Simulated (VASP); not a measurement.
# CrO₂: DFT+U with U raised in steps, by symmetry

CrO₂, R-3m (no. 166), 6 atoms in the cell. PBE, DFT+U, U raised in steps; PAW potentials Cr_pv, O (PBE set).

| Symmetry (ISYM) | U at once less U in steps (meV/atom) | Gap with U at once (eV) | Time (s) |
|---|---|---|---|
| 0 | -0.2 | 0.00 | 483 |
| 2 | -0.2 | 0.00 | 354 |

## Input of the first row

INCAR.step1:
```
SYSTEM = CrO2
PREC = Accurate
ENCUT = 520
EDIFF = 1E-6
NELM = 200
ALGO = Normal
ISMEAR = 0
SIGMA = 0.05
LREAL = .False.
LASPH = .True.
LMAXMIX = 4
LORBIT = 11
LWAVE = .True.
LCHARG = .True.
GGA = PE
ISPIN = 2
MAGMOM = 4 4 0 0 0 0
ISYM = 0
AMIX = 0.2
BMIX = 1E-4
AMIX_MAG = 0.8
BMIX_MAG = 1E-4
LDAU = .True.
LDAUTYPE = 2
LDAUL = 2 -1
LDAUU = 0 0
LDAUJ = 0 0
LDAUPRINT = 1
```

INCAR.step2, as INCAR.step1 but for:
```
- LDAUU = 0 0
+ LDAUU = 1 0
+ ISTART = 1
+ ICHARG = 1
```

INCAR.step3, as INCAR.step2 but for:
```
- LDAUU = 1 0
+ LDAUU = 2 0
```

INCAR.step4 to INCAR.step5 change the same tag again: LDAUU = 3 0, 4 0.

INCAR.step6, as INCAR.step5 but for:
```
- LWAVE = .True.
- LCHARG = .True.
- ISTART = 1
- ICHARG = 1
+ LWAVE = .False.
+ LCHARG = .False.
```

KPOINTS:
```
k-points
0
Gamma
  7 7 4
```

POSCAR:
```
CrO2
1.0
    2.9799359938      0.0000000000      0.0000000000
   -1.4899679969     -0.8602334241     -4.7899538005
    0.0000000000      5.1614005446      0.0000000000
Cr O
2 4
Direct
    0.2500000000      0.5000000000      0.7500000000
    0.7500000000      0.5000000000      0.2500000000
    0.6536230000      0.3072460000      0.8845410000
    0.1536230000      0.3072460000      0.3845410000
    0.8463770000      0.6927540000      0.6154590000
    0.3463770000      0.6927540000      0.1154590000
```

Commands (each step's output is kept before the next begins):
```
cat potpaw_PBE.64/Cr_pv/POTCAR potpaw_PBE.64/O/POTCAR > POTCAR
cp INCAR.step1 INCAR
mpirun -np 4 vasp_std > vasp.out
cp INCAR.step2 INCAR
mpirun -np 4 vasp_std > vasp.out
cp INCAR.step3 INCAR
mpirun -np 4 vasp_std > vasp.out
cp INCAR.step4 INCAR
mpirun -np 4 vasp_std > vasp.out
cp INCAR.step5 INCAR
mpirun -np 4 vasp_std > vasp.out
rm WAVECAR CHGCAR CHG
cp INCAR.step6 INCAR
mpirun -np 4 vasp_std > vasp.out
```

Changes of the last row against the first:
```
(all steps)
- ISYM = 0
+ ISYM = 2
```

VASP 6.6.1 took 483 s on 4 cores (AMD EPYC 9R45 (Zen 5)), a shared host.
